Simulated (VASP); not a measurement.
# Cu3Au (Auricupride): the relaxed cell at several levels

Aim: relax Cu3Au (Auricupride) at several levels and hold each cell against experiment. The levels: PBE, LDA and PBE + D3(BJ). The start is a cell from a database of measured crystal structures.

Program: VASP 6.6.1. Level of theory: PBE; plane waves and PAW (Cu, Au), in the first sound run; inputs show where later runs differ. Results are calculated unless marked as measured.

Report form: the programs' logs are mostly left out.

## (1) The starting structure

Before any relaxation, the start is as follows. Symmetry: Pm-3m, No. 221, cubic system. Conventional cell: a = 3.740 Å, b = 3.740 Å, c = 3.740 Å, α = 90.00°, β = 90.00°, γ = 90.00°. Cu has 4 Au at 2.64 Å and 8 Cu at 2.64 Å nearest. Nearest to Au lie 12 Cu at 2.64 Å. Farther neighbours are not listed.

Coordinates:

```cif
data_structure
_symmetry_space_group_name_H-M 'Pm-3m'
_symmetry_Int_Tables_number 221
_cell_length_a 3.7400
_cell_length_b 3.7400
_cell_length_c 3.7400
_cell_angle_alpha 90.000
_cell_angle_beta 90.000
_cell_angle_gamma 90.000
_cell_volume 52.31
loop_
_atom_site_label
_atom_site_type_symbol
_atom_site_symmetry_multiplicity
_atom_site_Wyckoff_symbol
_atom_site_fract_x
_atom_site_fract_y
_atom_site_fract_z
_atom_site_occupancy
Cu1 Cu 3 c 0.00000 0.50000 0.50000 1
Au1 Au 1 a 0.00000 0.00000 0.00000 1
```

## (2) Relaxation with PBE

Properties are meant for the cell that this level of theory prefers, so cell and atoms are relaxed first (ISIF = 3) until forces and stress are small; EDIFFG sets the threshold. PBE, the usual starting point, adds the gradient of the density.

INCAR reads:

```
SYSTEM = Cu3Au
PREC = Accurate
ENCUT = 520
EDIFF = 1E-06
NELM = 100
ISMEAR = -1
SIGMA = 0.05
LREAL = .FALSE.
ALGO = Normal
GGA = PE
NBANDS = 28
LORBIT = 11
LWAVE = .FALSE.
LCHARG = .FALSE.
KPAR = 2
IBRION = 2
NSW = 60
ISIF = 3
EDIFFG = -0.01
```

POSCAR reads:

```
Cu3Au
1.0
    3.7400000000      0.0000000000      0.0000000000
    0.0000000000      3.7400000000      0.0000000000
    0.0000000000      0.0000000000      3.7400000000
Cu Au
3 1
Direct
    0.0000000000      0.5000000000      0.5000000000
    0.5000000000      0.0000000000      0.5000000000
    0.5000000000      0.5000000000      0.0000000000
    0.0000000000      0.0000000000      0.0000000000
```

KPOINTS reads:

```
Automatic mesh
0
Gamma
7 7 7
0 0 0
```

The projector-augmented-wave data sets are Cu and Au (PBE family, release 64).

Started as:

```bash
$ mpirun -np 2 vasp_std
```

It took 16 s on 2 MPI ranks of Intel Xeon 6975P-C (Granite Rapids), shared host; peak memory 0.32 GiB; 31 s of CPU time.

The k-mesh is coarse for a metal. The run keeps the 48 symmetry operations of its start, so it cannot find a distortion of lower symmetry.

The steps of the relaxation:

```csv
step,energy less that of the first step (eV),largest force (eV/Å),pressure (GPa),volume (Å³)
1,0.0000,0.0000,5.22,52.31
2,-0.0095,0.0000,-3.72,55.61
3,-0.0276,0.0000,0.08,54.08
```

```csv
"conventional cell, symmetrised",before,after,change
a (Å),3.740,3.782,+1.1 %
b (Å),3.740,3.782,+1.1 %
c (Å),3.740,3.782,+1.1 %
volume (Å³/atom),13.08,13.52,+3.4 %
```

The relaxed structure:

```xyz
4
Lattice="3.7817 0.0000 0.0000 0.0000 3.7817 0.0000 0.0000 0.0000 3.7817" Properties=species:S:1:pos:R:3 pbc="T T T"
Cu    0.0000    1.8909    1.8909
Cu    1.8909    0.0000    1.8909
Cu    1.8909    1.8909    0.0000
Au    0.0000    0.0000    0.0000
```

This step gave:

```yaml
electrons: 44
bands: 28
irreducible_k_points: 20
symmetry_operations: 48
free_energy_toten: -14.59 eV
energy_at_zero_smearing: -14.58 eV
fermi_energy: 7.829 eV
pressure: 0.07764 GPa
metallic: yes
scf_cycles_over_all_ionic_steps: 34
```

It ends with forces that vanish by symmetry and a pressure of 0.08 GPa. The volume lies +3.4 % from that of the database's start. The conventional cell has a = 3.782 Å.

## (3) Relaxation with LDA

This step: LDA; plane waves and PAW (Cu, Au) (VASP 6.6.1).

LDA, the lowest rung, knows the local density alone.

Changes to INCAR since step 2:

```diff
@@ -9,3 +9,3 @@
 ALGO = Normal
-GGA = PE
+GGA = CA
 NBANDS = 28
```

POSCAR is that of step 2.

KPOINTS is that of step 2.

Started as:

```bash
$ mpirun -np 2 vasp_std
```

Wall time 15 s (2 MPI ranks); peak memory 0.3 GiB; 30 s of CPU time.

The PAW data sets were made with PBE, though LDA sets exist; this is a small mismatch.

The steps of the relaxation:

```csv
step,energy less that of the first step (eV),largest force (eV/Å),pressure (GPa),volume (Å³)
1,0.0000,0.0000,-8.18,52.31
2,0.0038,0.0000,10.66,47.42
3,-0.0685,0.0000,-0.09,49.77
```

```csv
"conventional cell, symmetrised",before,after,change
a (Å),3.740,3.678,-1.6 %
b (Å),3.740,3.678,-1.6 %
c (Å),3.740,3.678,-1.6 %
volume (Å³/atom),13.08,12.44,-4.9 %
```

The relaxed structure:

```xyz
4
Lattice="3.6785 0.0000 0.0000 0.0000 3.6785 0.0000 0.0000 0.0000 3.6785" Properties=species:S:1:pos:R:3 pbc="T T T"
Cu    0.0000    1.8392    1.8392
Cu    1.8392    0.0000    1.8392
Cu    1.8392    1.8392    0.0000
Au    0.0000    0.0000    0.0000
```

This step gave:

```
free energy (TOTEN)     : -18.85 eV
energy at zero smearing : -18.84 eV
Fermi energy            : 8.627 eV
pressure                : -0.09255 GPa
```

It ends at 12.44 Å³/atom, -4.9 % from the start, with -0.09 GPa left. The conventional cell has a = 3.678 Å.

## (4) Relaxation with PBE + D3(BJ)

This step: PBE with D3(BJ); plane waves and PAW (Cu, Au) (VASP 6.6.1).

A dispersion term adds the long-range attraction that semilocal functionals lack. D3 with Becke-Johnson damping keeps a finite attraction at short range.

Changes to INCAR since step 3:

```diff
@@ -9,3 +9,4 @@
 ALGO = Normal
-GGA = CA
+GGA = PE
+IVDW = 12
 NBANDS = 28
```

POSCAR is that of step 3.

KPOINTS is that of step 3.

Started as:

```bash
$ mpirun -np 2 vasp_std
```

It took 17 s on 2 MPI ranks; peak memory 0.34 GiB.

Dispersion corrections of this kind ignore metallic screening and tend to overbind metals.

The steps of the relaxation:

```csv
step,energy less that of the first step (eV),largest force (eV/Å),pressure (GPa),volume (Å³)
1,0.0000,0.0000,-2.45,52.31
2,-0.0018,0.0000,2.27,50.82
3,-0.0065,0.0000,0.02,51.49
```

```csv
"conventional cell, symmetrised",before,after,change
a (Å),3.740,3.720,-0.5 %
b (Å),3.740,3.720,-0.5 %
c (Å),3.740,3.720,-0.5 %
volume (Å³/atom),13.08,12.87,-1.6 %
```

The relaxed structure:

```
Cu Au
1.0
     3.72025    0.00000    0.00000
     0.00000    3.72025    0.00000
     0.00000    0.00000    3.72025
Cu Au
3 1
Direct
  0.00000 0.50000 0.50000
  0.50000 0.00000 0.50000
  0.50000 0.50000 0.00000
  0.00000 0.00000 0.00000
```

It ends at 12.87 Å³/atom, -1.6 % from the start, with 0.02 GPa left. The conventional cell has a = 3.720 Å. Against plain PBE, the dispersion term moves a by -1.6 %.

## (5) The cells as a table

This step: relaxed cells at several levels; plane waves and PAW (VASP 6.6.1).

Derived from the runs above.

Lengths are those of the conventional cell; cost is the wall time of each run, as given at its step, times its ranks, without the set-up around it. Results by level, by row:

```csv
level,volume (Å³/atom),change from the start (%),a (Å),cost (core minutes)
PBE,13.52,3.4,3.782,0.54
LDA,12.44,-4.9,3.678,0.513
PBE + D3(BJ),12.87,-1.6,3.72,0.56
```

## (6) Summary of results

* volume, PBE: 13.52 Å³/atom
* volume, LDA: 12.44 Å³/atom
* volume, PBE + D3(BJ): 12.87 Å³/atom

In words: For Cu3Au (Auricupride) the levels give volumes between 12.44 Å³/atom (LDA) and 13.52 Å³/atom (PBE), a spread of 8.7 %, while the cost of the finished runs spans a factor of 1.1. Against the volume of the start, a cell from experiment, PBE + D3(BJ) comes nearest (-1.6 %) and LDA lies farthest (-4.9 %); thermal expansion is in that cell alone. Within 2 % of it: PBE + D3(BJ). The costs hold the number of ionic steps as well as the price of the functional. Adding D3(BJ) to PBE changes the volume by -4.8 % (a by -1.6 %). Pairwise corrections of the D and TS kind ignore the screening in a metal, so they may overbind here. Within 0.02 Å all end in space group Pm-3m; the runs can't lower the symmetry of the start. The k-sampling is coarse for a metal, so the Fermi level, pressures and the shape of the cell carry errors. Spin-orbit coupling is left out. Each is a single relaxation on the plane waves of the start cell, so larger changes of volume carry a basis-set error that was not tested here. Zero-point and thermal expansion are not included.

[Lines on the potential files, build, host, timing and source positions are cut from VASP's logs without a mark.]

[Logs are printed without paths, hosts, clocks, repeated set-up lines and the standing remarks that a program may print on its own settings, such as how far it seeks lower states.]

[Hosts, paths, dates, database ids (printed as entryN), source tags and the programs' standing remarks are cut or masked in the printed files.]

[A measured line is paired with the nearest computed mode of its activity, which favours agreement.]

[In band tables of VASP the shares of atoms and orbitals are scaled to a sum of 1 inside the atoms' spheres.]
